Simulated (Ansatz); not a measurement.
The calculation used DFT PBE, scalar-relativistic, plane waves, PAW (Ansatz 0.2.0). All cells share a 420 eV cutoff and Γ-centred k meshes spaced at most about 0.3 Å⁻¹ (about 0.25 or finer for metals, 2π included). No spin polarisation.

These are static total energies at zero pressure.

Two relaxed structures of LiCl2:

A.

```
Li Cl
1.0
     7.13327    0.00000    0.00000
    -3.56664    6.17759    0.00000
     0.00000    0.00000    4.56078
Li Cl
3 6
Direct
  0.50000 0.00000 0.00000
  0.50000 0.50000 0.66667
  0.00000 0.50000 0.33333
  0.18832 0.37664 0.00000
  0.81168 0.18832 0.66667
  0.62336 0.81168 0.33333
  0.81168 0.62336 0.00000
  0.18832 0.81168 0.66667
  0.37664 0.18832 0.33333
```

B.

```
Li Cl
1.0
     0.00000    3.15093    3.15093
     3.15093    0.00000    3.15093
     3.15093    3.15093    0.00000
Li Cl
1 2
Direct
  0.00000 0.00000 0.00000
  0.25000 0.25000 0.25000
  0.75000 0.75000 0.75000
```

Task: Which form is favoured at zero pressure, and by what margin per atom?

Result: A is lower, by 62 meV/atom. A has space group P6_422 (No. 181), 22.3 Å³/atom and no gap on its mesh; B has the fluorite type, space group Fm-3m (No. 225), 20.9 Å³/atom and no gap. Counting Cl atoms around Li (those within 1.25 times the shortest such distance or 1.15 times the sum of covalent radii; the shortest distance is added where it is long for a bond), A has Li 4 and B has Li 8 from 2.7 Å. The lower one is the more open, so pressure narrows the difference. In A, Li has 4 Cl at 2.46 Å; around Cl lie 2 Li at 2.46 Å and 2 Cl at 2.78 Å. In B, Li has 8 Cl at 2.73 Å; Cl has 4 Li at 2.73 Å and 6 Cl at 3.15 Å. Both come from invented guesses. The lowest form computed isn't among them: it has space group P3_121 (No. 152), 23.3 Å³/atom and lies 166 meV/atom below the best shown.

In P6_422, Fm-3m an odd number of electrons in the primitive cell allows no gap without spin; a larger cell or a magnetic state could open one. A magnetic state wasn't ruled out in cells without spin, among them P6_422, Fm-3m. Cells relaxed within their symmetry can be saddle points. Some structure types and database cells were kept out of the candidates from the start, so a known form may be missing.
